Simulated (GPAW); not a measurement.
AgBr in GPAW: convergence with convergence criteria

Input of the first run (convergence criteria density=0.001 energy=0.01 eigenstates=0.0001); the others differ in this setting and in those tied to it:

File run.py:

```python
from ase.dft.bandgap import bandgap
from ase.io import read, write
from ase.units import GPa
from gpaw import GPAW, PW

atoms = read('AgBr.xyz')

calc = GPAW(mode=PW(600),
            xc='RPBE',
            kpts={'size': (8, 8, 8), 'gamma': True},
            occupations={'name': 'fermi-dirac', 'width': 0.05},
            nbands=23,
            convergence={'density': 0.001, 'energy': 0.01, 'eigenstates': 0.0001},
            maxiter=100,
            txt='gpaw.txt')
atoms.calc = calc
energy = atoms.get_potential_energy()
forces = atoms.get_forces()
stress = atoms.get_stress()
calc.write('gs.gpw')
write('result.traj', atoms)
print(f'Energy: {energy:.6f} eV')
print('Forces (eV/A):')
print(forces.round(4))
print('Stress (GPa):', (stress / GPa).round(3))
print('Fermi level:', round(calc.get_fermi_level(), 4), 'eV')
print(f'Gap: {bandgap(calc)[0]:.4f} eV, direct: {bandgap(calc, direct=True)[0]:.4f} eV')
```

Contents of AgBr.xyz:

```xyz
2
Lattice="0.0000000000 2.8701500000 2.8701500000 2.8701500000 0.0000000000 2.8701500000 2.8701500000 2.8701500000 0.0000000000" Properties=species:S:1:pos:R:3 pbc="T T T"
Ag     0.0000000000      0.0000000000      0.0000000000
Br     2.8701500000      2.8701500000      2.8701500000
```

Potentials or basis: the program's PAW data sets (release 1.2.1) made for this functional, pw.

Launch:

```console
$ OMP_NUM_THREADS=1 python run.py
```

Hardware: 1 thread of Arm Neoverse V2, with other jobs on the host.

```
                        convergence criteria  energy less the tightest run, at zero smearing (meV/atom)  SCF cycles  CPU time (s)  peak memory (GiB)
density=0.001 energy=0.01 eigenstates=0.0001                                                       0.01           6            12               0.16
                                     default                                                       0.00           8            17               0.16
                  density=1e-05 energy=1e-05                                                       0.00           9            18               0.16
                 density=1e-05 forces=0.0001                                                       0.00          10            18               0.16
density=1e-06 energy=1e-06 eigenstates=1e-10                                                       0.00          10            20               0.16
```

Against the tightest run, the energy stays within 1 meV/atom from density=0.001 energy=0.01 eigenstates=0.0001 on. The tightest run that finished is the yardstick and may itself not be fully converged.
